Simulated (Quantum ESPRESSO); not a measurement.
The system is AlN.

```xyz
2
Lattice="0.0000 2.1840 2.1840 2.1840 0.0000 2.1840 2.1840 2.1840 0.0000" Properties=species:S:1:pos:R:3 pbc="T T T"
Al    0.0000    0.0000    0.0000
N     1.0920    1.0920    1.0920
```

Measurements of this composition are mostly on another form, of space group No. 186.

| Quantity | Value |
| --- | --- |
| Program | Quantum ESPRESSO 7.5 |
| Task | phonons |
| Functional | PBE |
| Potentials or basis | SPMS 1.0 PBE |
| Cutoff | 1197 eV |
| Density cutoff | 4789 eV |
| k mesh | 6 × 6 × 6, shifted |
| Occupations | fermi-dirac, width 0.05 eV |
| Spin | no spin polarisation |
| Mixing beta | 0.5 |
| Most SCF iterations | 120 |
| SCF threshold | 4e-10 Ry |

The first run showed a gap, so the response started from a second, tighter run with fixed occupations.

The run gives a transverse optical frequency of 665 cm⁻¹, an electronic dielectric constant of 4.54 and Born charges of ±2.52 e.

What are the longitudinal frequency and the static dielectric constant?

The longitudinal mode lies at 896 cm⁻¹, 231 cm⁻¹ over the transverse one, and the static constant is 8.22. The two agree with the Lyddane-Sachs-Teller relation: (896/665)² = 1.82 and 8.22/4.54 = 1.81.

Caveat: the cell is more than 3 GPa from zero pressure, which shifts response properties.
